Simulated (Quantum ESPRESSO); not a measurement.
# Fitting the LDA energy curve of Mo3Si

```cif
data_structure
_symmetry_space_group_name_H-M 'Pm-3n'
_symmetry_Int_Tables_number 223
_cell_length_a 4.8890
_cell_length_b 4.8890
_cell_length_c 4.8890
_cell_angle_alpha 90.000
_cell_angle_beta 90.000
_cell_angle_gamma 90.000
_cell_volume 116.86
loop_
_atom_site_label
_atom_site_type_symbol
_atom_site_symmetry_multiplicity
_atom_site_Wyckoff_symbol
_atom_site_fract_x
_atom_site_fract_y
_atom_site_fract_z
_atom_site_occupancy
Mo1 Mo 6 c 0.00000 0.50000 0.25000 1
Si1 Si 2 a 0.50000 0.50000 0.50000 1
```

The cell was scaled at fixed shape and fractions and run with Quantum ESPRESSO, GBRV 1.5 LDA, cutoff 612 eV; LDA, k mesh 6 × 6 × 6 on the cell of 8 atoms, fermi-dirac occupations of 0.05 eV, no spin polarisation, no spin-orbit coupling. Energies are those that the program minimises, any entropy of the smearing included. For a metal such a mesh isn't converged to the digits shown.

| V (Å³/atom) | energy over the lowest row (meV/atom) |
| --- | --- |
| 13.7309 | 9.01 |
| 14.0230 | 0.00 |
| 14.3152 | 1.90 |
| 14.6073 | ? |
| 14.8995 | 33.84 |
| 15.1916 | 61.99 |
| 15.4837 | 97.09 |

Q: Fit the third-order Birch-Murnaghan form, give V0, B0 and B′, and predict the energy left open.

A: With y = (V0/V)^(2/3), E = E0 + (9 V0 B0/16) [(y - 1)³ B′ + (y - 1)² (6 - 4y)]. Least squares through the rows shown give V0 = 14.1148 Å³/atom, E0 = -0.52 meV, B0 = 278.2 GPa (1 eV/Å³ = 160.218 GPa) and B′ = 4.38, with a largest miss of 0.01 meV. At V = 14.6073 the form with these constants gives 13.51 meV; the run gave 13.49 meV an atom.
